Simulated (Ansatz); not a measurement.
Understanding BaZrO3 in the perovskite structure from first principles

**The experiment.** The Crystallography Open Database holds a cell as deposited of cubic BaZrO3 (space group Pm-3m), temperature not stated (2003): a = 4.191 Å, 14.73 Å³/atom.

Computed with Ansatz (plane waves, PAW, 420 eV cutoff): PBE, scalar-relativistic, no spin polarisation, Γ-centred 8×8×8 mesh, 0.05 eV Gaussian smearing. The datasets are Ansatz's generated set soft_2.

The start was a prototype's sites filled with these elements; the Crystallography Open Database holds the compound in this structure. The ideal cubic cell shuts out tilts of the octahedra, which such structures often take.

The relaxed structure (symmetry read at 0.01 Å). Symmetry: Pm-3m, No. 221, cubic system. Conventional cell: a = 4.228 Å, b = 4.228 Å, c = 4.228 Å, α = 90.00°, β = 90.00°, γ = 90.00°. Ba (site symmetry m-3m) has 12 O at 2.99 Å as nearest neighbours. Zr (site symmetry m-3m) has 6 O at 2.11 Å as nearest neighbours. Around O (site symmetry 4/mmm) lie 2 Zr at 2.11 Å. (Neighbours are counted to 15 % beyond the shortest distance.)

Results at this level of theory:

| Item | Value |
| --- | --- |
| Volume | 15.12 Å³/atom |
| Band gap | 3.18 eV |
| Smallest direct gap | 3.40 eV |
| Bader charges | Ba 1.54; Zr 2.55; O -1.36 e |
| Formation energy from the elements (0 K, uncorrected) | -3.28 eV/atom |
| Bulk modulus (Birch–Murnaghan) | 150 GPa |
| Pressure derivative B0′ | 4.5 |
| Shear modulus (Hill) | 92 GPa |
| Young's modulus | 228 GPa |
| Poisson's ratio | 0.24 |
| Elastically stable | yes |

Task: Should it be a metal or an insulator?

Result: Formal charges Ba²⁺, Zr⁴⁺, O²⁻ balance and leave closed shells on every ion, so a band insulator is expected, and the gap is 3.18 eV.

Task: What kind of gap is it?

Result: It is indirect: 3.18 eV, against 3.40 eV for the smallest direct gap. Within 0.6 eV of the edges the projected states are 98 % O 2p at the top of the valence band and 96 % Zr 4d at the bottom of the conduction band. The lowest excitation takes an electron from O back to Zr, as in ionic insulators.

Task: What fixes the bond lengths?

Result: Shannon's ionic radii give a check on the bond lengths: Ba²⁺ with 12 neighbours 1.61 Å + O²⁻ 1.40 Å = 3.01 Å against a computed mean of 2.99 Å; Zr⁴⁺ with 6 neighbours 0.72 Å + O²⁻ 1.40 Å = 2.12 Å against a computed mean of 2.11 Å. Sums and bonds agree within 3 %, so ion sizes set the bond lengths.

Task: How ionic is it?

Result: Bader charges against formal ones: Ba +1.54 (+2), Zr +2.55 (+4), O −1.36 (−2). The cations give up 68 % of the formal charge; Bader charges stay under formal ones because the anions' density reaches into the cations' basins.

Task: How stiff is it, in energy terms?

Result: B0·V0 = 149.7 GPa × 15.11 Å³ = 14.12 eV/atom sets the scale: near the minimum ΔE ≈ ½ B0 V0 x², with x = V/V0 − 1, and a pressure of 1.5 GPa squeezes the volume by about 1 %. At the ends of the curve: x = −5.4 % predicts 20.7 meV/atom and the run gives 23.0; x = +10.1 % predicts 71.9 meV/atom and the run gives 60.3. The curve is steeper than the parabola on the compressed side and flatter on the expanded side: the bulk modulus rises with pressure.

Task: Which Debye temperature follows from the elastic moduli?

Result: K = 149 GPa and G = 92 GPa (Hill). With a density of 6.074 g/cm³ (mean mass 55.3 u, 15.12 Å³/atom), K = 149.2 and G = 91.7 GPa from the unrounded constants, v_l = √((K + 4G/3)/ρ) = 6680 m/s and v_t = √(G/ρ) = 3880 m/s. The mean [(1/v_l³ + 2/v_t³)/3]^(−1/3) is 4310 m/s, and θ_D = (ħ/k_B)(6π²/V)^(1/3) v_m ≈ 520 K, with V the volume an atom.

**Against experiment.** PBE gives 4.228 Å and 15.12 Å³/atom, +2.7 % in volume (+0.9 % in length) from the database's cell. PBE usually overestimates volumes by a few per cent.

Kohn–Sham gaps of semilocal functionals lie under measured ones, often by a third or more. No spin–orbit coupling, a notable omission for heavy elements.
